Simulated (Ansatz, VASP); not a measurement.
**Ir in VASP and in Ansatz**

INCAR

```
SYSTEM = Ir
PREC = Accurate
ENCUT = 520
EDIFF = 1E-6
ISMEAR = -1
SIGMA = 0.03
LREAL = .False.
LASPH = .True.
NELM = 100
ALGO = Normal
ISIF = 2
LWAVE = .False.
LCHARG = .True.
GGA = PS
LELF = .True.
LVHAR = .True.
NBANDS = 10
```

The input KPOINTS:

```
Automatic mesh
0
Gamma
  18 18 18
  0 0 0
```

POSCAR

```
Ir
1.0
    0.0000000000      1.9269646676      1.9269646676
    1.9269646676      0.0000000000      1.9269646676
    1.9269646676      1.9269646676      0.0000000000
Ir
1
Direct
    0.0000000000      0.0000000000      0.0000000000
```

Input for Ansatz:

```yaml
crystal:
  lattice:
    - [0.0, 1.9269646676, 1.9269646676]
    - [1.9269646676, 0.0, 1.9269646676]
    - [1.9269646676, 1.9269646676, 0.0]
  atoms:
    - { symbol: Ir, position: [0.0, 0.0, 0.0] }
kpoints:
  mp_grid: { grid: [18, 18, 18] }
  band_path:
    path:
      - [0.0, 0.0, 0.0]
      - [0.5, 0.0, 0.5]
      - [0.625, 0.25, 0.625]
      - [0.375, 0.375, 0.75]
      - [0.0, 0.0, 0.0]
      - [0.5, 0.5, 0.5]
      - [0.5, 0.25, 0.75]
      - [0.5, 0.0, 0.5]
    npoints: 5
scf:
  occupations: { method: fermi_dirac, width: 0.03 }
hamiltonian:
  xc: pbesol
  pseudopotentials: { kind: all_electron, lapw: { basis_error: 0.0005 } }
output:
  forces: true
  stress: true
  eigenvalues: true
```

Alike in both runs: task single point; functional PBEsol; k mesh 18 × 18 × 18; occupations fermi-dirac, width 0.03 eV; no spin polarisation.

|  | VASP | Ansatz |
| --- | --- | --- |
| version | VASP 6.6.1 | Ansatz 0.2.0 |
| potentials or method | VASP PAW PBE potentials, release 64 (Ir) | all-electron LAPW, scalar-relativistic |
| plane-wave cutoff (eV) | 520 | see its input |

|  | VASP | Ansatz | Ansatz less VASP |
| --- | --- | --- | --- |
| pressure (GPa) | -6.0 | -6.9 | -0.89 |

Ansatz ran all-electron here, so the differences hold the error of VASP's frozen core and of both bases.

Caveats: the PAW data sets were made with another functional, which shifts forces and pressure a little (VASP). The runs have no spin-orbit coupling, so splittings on Ir are missing.
